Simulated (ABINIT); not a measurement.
# C (R-3m) in ABINIT: a series of runs

Aim: see how the results for C move with the level of theory and the settings. Levels: LDA, PBEsol. Tasks: band structure.

All numbers are computed with ABINIT 10.8.3 (patched build); they aren't measurements. Logs are shortened: lines on timing, memory, paths and dates and some standing lists are left out, and cuts for length are marked. The log counts tension as positive stress, the text compression.

## (1) Starting point

It takes space group R-3m (No. 166, trigonal). The conventional cell has a = 2.466 Å, b = 2.466 Å, c = 24.848 Å, α = 90.00°, β = 90.00°, γ = 120.00°. C (site symmetry 3m) has 3 C at 1.42 Å as nearest neighbours. C (site symmetry 3m) has 3 C at 1.42 Å as nearest neighbours.

This isn't the form of C at room conditions, which is graphite.

## (2) Band structure, LDA

File run.abi:

```
# Datasets: ground state, then fixed potential
ndtset 2

# Pseudopotentials
pp_dirpath "./"
pseudos "C.LDA_PW-JTH.xml"

# Structure
acell 15.8815020349 15.8815020349 15.8815020349
rprim
     0.1467359800     0.0847180575     0.9855411726
    -0.1467359800     0.0847180575     0.9855411726
     0.0000000000    -0.1694361151     0.9855411726
ntypat 1
znucl 6
natom 4
typat 1 1 1 1
xred
     0.0871730800     0.0871730800     0.0871730800
     0.7538500600     0.7538500600     0.7538500600
     0.2461499400     0.2461499400     0.2461499400
     0.9128269200     0.9128269200     0.9128269200

# Plane-wave basis
ecut 19.0
pawecutdg 38.0
pawovlp 30

# Exchange and correlation
ixc 7

# Bands and occupations
occopt 3
tsmear 0.00183747

# SCF cycle
nstep 100

# Output
iomode 3
prtwf 0
prteig 0
prtebands 0
enunit 1
prtden1 1

# Dataset 1
kptopt1 1
ngkpt1 12 12 12
nshiftk1 1
shiftk1 0.0 0.0 0.0
nband1 12
tolvrs1 1.0e-9

# Dataset 2: bands along G-L-B1
iscf2 -2
getden2 1
nband2 18
nbdbuf2 4
tolwfr2 1.0e-11
kptopt2 -2
ndivsm2 6
prteig2 1
kptbounds2
     0.0000000000     0.0000000000     0.0000000000
     0.5000000000     0.0000000000     0.0000000000
     0.5000000000     0.1715928569    -0.1715928569
```

Potentials or basis: JTH PAW LDA v2.0.

Launch:

```console
$ abinit run.abi > log 2>&1
```

run.abo:

```text
.Version 10.8.3 of ABINIT
 DATASET    1 : space group R-3 m (#166); Bravais hR (rhombohedral)
================================================================================
 Values of the parameters that define the memory need for DATASET  1.
     intxc =       0    ionmov =       0      iscf =      17    lmnmax =       8
     lnmax =       4     mgfft =      64  mpssoang =       2    mqgrid =    3001
     natom =       4  nloc_mem =       2    nspden =       1   nspinor =       1
    nsppol =       1      nsym =      12    n1xccc =       1    ntypat =       1
    occopt =       3   xclevel =       1
       mpw =        1187          nfft =      262144          nkpt =         189
 PAW method is used; the additional fine FFT grid is defined by:
   mgfftf=        90    nfftf =    729000
================================================================================
================================================================================

 DATASET    2 : space group R-3 m (#166); Bravais hR (rhombohedral)
================================================================================
 Values of the parameters that define the memory need for DATASET  2.
     intxc =       0    ionmov =       0      iscf =      -2    lmnmax =       8
     lnmax =       4     mgfft =      64  mpssoang =       2    mqgrid =    3001
     natom =       4  nloc_mem =       2    nspden =       1   nspinor =       1
    nsppol =       1      nsym =      12    n1xccc =       1    ntypat =       1
    occopt =       3   xclevel =       1
       mpw =        1191          nfft =      262144          nkpt =          17
 PAW method is used; the additional fine FFT grid is defined by:
   mgfftf=        90    nfftf =    729000
================================================================================
================================================================================

--------------------------------------------------------------------------------
------------- Echo of variables that govern the present computation ------------
--------------------------------------------------------------------------------
 -outvars: echo values of preprocessed input variables --------
            acell      1.5881502035E+01  1.5881502035E+01  1.5881502035E+01 Bohr
              amu      1.20110000E+01
             ecut      1.90000000E+01 Hartree
           enunit           1
           getden1          0
           getden2          1
             iscf1         17
             iscf2         -2
                       outvar_i_n : Printing only first  50 k-points.
              ixc           7
           jdtset        1    2
                       outvar_i_n : Printing only first  50 k-points.
           kptopt1          1
           kptopt2         -2
         kptrlatt       12    0    0      0   12    0      0    0   12
          kptrlen1     5.59293063E+01
          kptrlen2     3.00000000E+01
            natom           4
            nband1         12
            nband2         18
           nbdbuf1          0
           nbdbuf2          4
           ndtset           2
           ndivsm1          0
           ndivsm2          6
            ngfft          64      64      64
          ngfftdg          90      90      90
             nkpt1        189
             nkpt2         17
            nstep         100
             nsym          12
           ntypat           1
                       prtocc : prtvol=0, do not print more k-points.
           occopt           3
        pawecutdg      3.80000000E+01 Hartree
          pawovlp      3.0000000000E+01
        prtebands           0
           prteig1          0
           prteig2          1
            prtwf           0
            rprim      1.4673598000E-01  8.4718057500E-02  9.8554117260E-01
                      -1.4673598000E-01  8.4718057500E-02  9.8554117260E-01
                       0.0000000000E+00 -1.6943611510E-01  9.8554117260E-01
           shiftk1     0.00000000E+00  0.00000000E+00  0.00000000E+00
           shiftk2     5.00000000E-01  5.00000000E-01  5.00000000E-01
          spgroup         166
           tolvrs1     1.00000000E-09
           tolvrs2     0.00000000E+00
[... 275 lines left out ...]
 -2.3544E-03 -2.3544E-03  2.1163E-01  3.4404E-01  4.1260E-01  4.1260E-01
  4.1295E-01  4.1295E-01  5.0570E-01  5.2361E-01  5.2510E-01  5.7744E-01
 Non-SCF case, kpt    2 (  0.05000  0.00000  0.00000), residuals and eigenvalues=
  3.25E-12  9.80E-12  8.01E-12  9.02E-12  1.77E-12  4.38E-12  4.55E-12  7.32E-12
  1.03E-12  8.39E-12  7.36E-12  8.05E-12  4.88E-12  8.18E-12  5.86E-12  1.77E-07
  1.20E-07  6.37E-07
[... 94 lines left out ...]
 Non-SCF case, kpt   16 (  0.50000  0.14299 -0.14299), residuals and eigenvalues=
  2.29E-12  7.62E-13  1.34E-12  3.98E-12  8.11E-13  8.97E-13  2.99E-12  2.43E-12
  1.60E-12  2.87E-12  4.40E-12  3.95E-12  3.78E-12  3.91E-12  5.44E-10  9.85E-10
  3.32E-07  3.82E-07
 -3.6257E-01 -3.6155E-01 -3.3944E-01 -3.3863E-01 -2.6819E-01 -2.6774E-01
  8.0558E-02  9.2046E-02  1.2640E-01  1.3450E-01  4.6645E-01  5.1141E-01
  5.4817E-01  5.5174E-01  5.8123E-01  5.8926E-01  6.4513E-01  6.6098E-01
 Non-SCF case, kpt   17 (  0.50000  0.17159 -0.17159), residuals and eigenvalues=
  3.09E-12  5.80E-12  1.48E-12  8.86E-13  1.26E-12  1.31E-12  3.11E-12  1.96E-12
  9.32E-12  3.84E-12  2.36E-12  6.14E-12  1.00E-11  2.45E-12  7.34E-10  3.10E-09
  2.48E-07  9.60E-06
 -3.5041E-01 -3.4977E-01 -3.4302E-01 -3.4206E-01 -2.7940E-01 -2.7877E-01
  1.0032E-01  1.0636E-01  1.0891E-01  1.1956E-01  4.6299E-01  5.0615E-01
  5.5830E-01  5.6199E-01  5.9386E-01  6.0483E-01  6.2999E-01  6.6162E-01

--- !ResultsGS
iteration_state: {dtset: 2, }
comment   : Summary of ground state results
lattice_vectors:
- [  2.3303878,   1.3454500,  15.6518741, ]
- [ -2.3303878,   1.3454500,  15.6518741, ]
- [  0.0000000,  -2.6909000,  15.6518741, ]
lattice_lengths: [  15.88150,   15.88150,   15.88150, ]
lattice_angles: [ 16.876,  16.876,  16.876, ] # degrees, (23, 13, 12)
lattice_volume:   2.9445122E+02
convergence: {deltae:  0.000E+00, res2:  0.000E+00, residm:  9.996E-12, diffor:  0.000E+00, }
etotal    :  -2.30501418E+01
entropy   :   0.00000000E+00
fermie    :   1.08780620E-01
cartesian_stress_tensor: null
pressure_GPa: null
xred      :
- [  8.7173E-02,   8.7173E-02,   8.7173E-02,  C]
- [  7.5385E-01,   7.5385E-01,   7.5385E-01,  C]
- [  2.4615E-01,   2.4615E-01,   2.4615E-01,  C]
- [  9.1283E-01,   9.1283E-01,   9.1283E-01,  C]
cartesian_forces: null
force_length_stats: {min: null, max: null, mean: null, }
...

 Integrated electronic density in atomic spheres:
 ------------------------------------------------
 Atom  Sphere_radius  Integrated_density
    1        1.50737          2.72998649
    2        1.50737          2.72914984
    3        1.50737          2.72914984
    4        1.50737          2.72998649

================================================================================

 ----iterations are completed or convergence reached----

 Mean square residual over all n,k,spin=   42.184E-13; max=  99.957E-13
 reduced coordinates (array xred) for    4 atoms
       0.087173080000      0.087173080000      0.087173080000
       0.753850060000      0.753850060000      0.753850060000
       0.246149940000      0.246149940000      0.246149940000
       0.912826920000      0.912826920000      0.912826920000

 cartesian coordinates (angstrom) at end:
    1     -0.00000000000000    -0.00000000007326     2.16606320517038
    2     -0.00000000000000    -0.00000000063355    18.73154966167859
    3      0.00000000000000    -0.00000000020687     6.11629562691711
    4     -0.00000000000000    -0.00000000076715    22.68178208342533
 length scales= 15.881502034900 15.881502034900 15.881502034900 bohr
              =  8.404128946077  8.404128946077  8.404128946077 angstroms
 Eigenvalues (   eV  ) for nkpt=  17  k points:
 kpt#   1, nband= 18, wtk=  1.00000, kpt=  0.0000  0.0000  0.0000 (reduced coord)
 -16.35662  -16.29918   -4.98700   -4.33628   -0.06656   -0.06656   -0.06407   -0.06407
   5.75870    9.36181   11.22753   11.22753   11.23695   11.23695   13.76073   14.24828
  14.28879   15.71292
 kpt#   2, nband= 18, wtk=  1.00000, kpt=  0.0500  0.0000  0.0000 (reduced coord)
 -16.29771  -16.24059   -4.91510   -4.26708   -0.30293   -0.29998   -0.19372   -0.19116
   5.83702    9.42691   11.26003   11.26398   11.48260   11.49192   13.84301   14.04479
  14.08920   15.79151
 kpt#   3, nband= 18, wtk=  1.00000, kpt=  0.1000  0.0000  0.0000 (reduced coord)
 -16.12122  -16.06507   -4.70000   -4.06015   -0.96344   -0.95915   -0.53883   -0.53606
   6.07215    9.62094   11.30194   11.30921   12.20857   12.21771   13.45927   13.51561
  14.08268   16.09978
 kpt#   4, nband= 18, wtk=  1.00000, kpt=  0.1500  0.0000  0.0000 (reduced coord)
 -15.82785  -15.77330   -4.34363   -3.71755   -1.93657   -1.93020   -1.01934   -1.01635
   6.46412    9.93809   11.27993   11.29395   12.55790   12.63181   13.31466   13.32362
  14.46211   16.64710
 kpt#   5, nband= 18, wtk=  1.00000, kpt=  0.2000  0.0000  0.0000 (reduced coord)
[... 37 lines left out ...]
   4.18127    4.54752   12.97980   13.04299   13.77379   13.78260   14.09457   15.79621
  17.56576   18.37408
 kpt#  15, nband= 18, wtk=  1.00000, kpt=  0.5000  0.1144 -0.1144 (reduced coord)
 -10.30312  -10.27355   -9.45776   -9.43329   -6.36793   -6.35864    1.56756    1.88827
   3.91728    4.20587   13.10259   13.95008   14.39964   14.52629   14.61241   15.32913
  17.64314   17.96165
 kpt#  16, nband= 18, wtk=  1.00000, kpt=  0.5000  0.1430 -0.1430 (reduced coord)
  -9.86616   -9.83823   -9.23673   -9.21473   -7.29783   -7.28554    2.19208    2.50469
   3.43965    3.65995   12.69281   13.91631   14.91640   15.01361   15.81613   16.03446
  17.55479   17.98628
 kpt#  17, nband= 18, wtk=  1.00000, kpt=  0.5000  0.1716 -0.1716 (reduced coord)
  -9.53502   -9.51763   -9.33407   -9.30802   -7.60288   -7.58576    2.72975    2.89417
   2.96351    3.25338   12.59852   13.77303   15.19201   15.29249   16.15962   16.45818
  17.14290   18.00361

== END DATASET(S) ==============================================================
================================================================================

 -outvars: echo values of variables after computation  --------
            acell      1.5881502035E+01  1.5881502035E+01  1.5881502035E+01 Bohr
           etotal1    -2.3050141838E+01
            fcart1     3.1607383011E-20 -8.9422928605E-20  1.7505619512E-04
                      -6.8062541319E-21  5.9870137798E-21  1.8316980361E-05
                       6.8062541319E-21 -5.9870137798E-21 -1.8316980361E-05
                      -3.1607383011E-20  8.9422928605E-20 -1.7505619512E-04
            rprim      1.4673598000E-01  8.4718057500E-02  9.8554117260E-01
                      -1.4673598000E-01  8.4718057500E-02  9.8554117260E-01
                       0.0000000000E+00 -1.6943611510E-01  9.8554117260E-01
           strten1     3.0948857400E-04  3.0948857564E-04  3.3153433927E-05
                       1.2036862157E-13  0.0000000000E+00  0.0000000000E+00
           xangst     -2.7545974538E-18 -7.3261394707E-11  2.1660632052E+00
                      -2.3194352894E-17 -6.3354551568E-10  1.8731549662E+01
                       2.8306542504E-17 -2.0686759245E-10  6.1162956269E+00
                      -5.8422179527E-17 -7.6715171048E-10  2.2681782083E+01
             xred      8.7173080000E-02  8.7173080000E-02  8.7173080000E-02
                       7.5385006000E-01  7.5385006000E-01  7.5385006000E-01
                       2.4614994000E-01  2.4614994000E-01  2.4614994000E-01
                       9.1282692000E-01  9.1282692000E-01  9.1282692000E-01
 Calculation completed.
```

It took 9.1 min on 1 thread of Arm Neoverse V2, shared host; peak memory 0.32 GiB.

Results:

```
Free energy             : -627.2263 eV
Pressure                : -6.4 GPa
Largest force           : 0.009 eV/Å
Band gap on the k mesh  : 0.19 eV, direct
Band gap along the path : 0.07 eV, direct
```

Forces in eV/Å, atoms in the order of the input:
```
C    0.000  0.000  0.009
C    0.000  0.000  0.001
C    0.000  0.000 -0.001
C    0.000  0.000 -0.009
```

Levels at the corners of the path, in eV from the valence-band top:
| point | band 5 | band 6 | band 7 | band 8 | band 9 | band 10 | band 11 | band 12 |
| --- | --- | --- | --- | --- | --- | --- | --- | --- |
| Γ | -2.96 | -2.96 | -2.96 | -2.96 | 2.86 | 6.47 | 8.33 | 8.33 |
| L | -6.33 | -6.33 | -2.45 | -2.12 | 1.45 | 1.94 | 7.49 | 7.53 |
| B1 | -10.50 | -10.48 | -0.16 | 0.00 | 0.07 | 0.36 | 9.70 | 10.88 |

Caveat: the mesh misses the band edges, which the band path finds closer together; the atomic spheres overlap. LDA gaps usually lie below the measured ones, often by a third to a half.

## (3) Band structure, PBEsol

run.abi: that of step 2 with these lines changed.

```diff
@@ -5,3 +5,3 @@
 pp_dirpath "./"
-pseudos "C.LDA_PW-JTH.xml"
+pseudos "C.GGA_PBE-JTH.xml"
 
@@ -26,2 +26,3 @@
 pawecutdg 38.0
+pawxcdev 0
 pawovlp 30
@@ -29,3 +30,3 @@
 # Exchange and correlation
-ixc 7
+ixc -116133
```

Potentials or basis: JTH PAW PBE v2.0.

Launch:

```console
$ abinit run.abi > log 2>&1
```

Run time: 9.8 min. Hardware: 1 thread of Arm Neoverse V2, shared host; peak memory 0.39 GiB.

The run converged. Its results:

```
Free energy             : -623.5489 eV
Pressure                : -2.4 GPa
Largest force           : 0.007 eV/Å
Band gap on the k mesh  : 0.18 eV, direct
Band gap along the path : 0.07 eV, direct
```

Forces on the atoms (eV/Å):
```
C    0.000  0.000  0.005
C    0.000  0.000 -0.007
C    0.000  0.000  0.007
C    0.000  0.000 -0.005
```

Stress tensor (GPa, compression positive):
```
-3.36  0.00  0.00
 0.00 -3.36  0.00
 0.00  0.00 -0.42
```

Levels at the corners of the path, in eV from the valence-band top:
| point | band 5 | band 6 | band 7 | band 8 | band 9 | band 10 | band 11 | band 12 |
| --- | --- | --- | --- | --- | --- | --- | --- | --- |
| Γ | -2.94 | -2.94 | -2.93 | -2.93 | 3.10 | 6.75 | 8.35 | 8.35 |
| L | -6.33 | -6.32 | -2.45 | -2.13 | 1.48 | 1.96 | 7.38 | 7.41 |
| B1 | -10.52 | -10.50 | -0.16 | 0.00 | 0.07 | 0.36 | 9.88 | 11.01 |

Caveat: the PAW data sets were made with another functional, which shifts forces and pressure a little; the mesh misses the band edges, which the band path finds closer together; the atomic spheres overlap. Expect the measured gap to be larger: semilocal functionals such as PBEsol lack the derivative discontinuity.
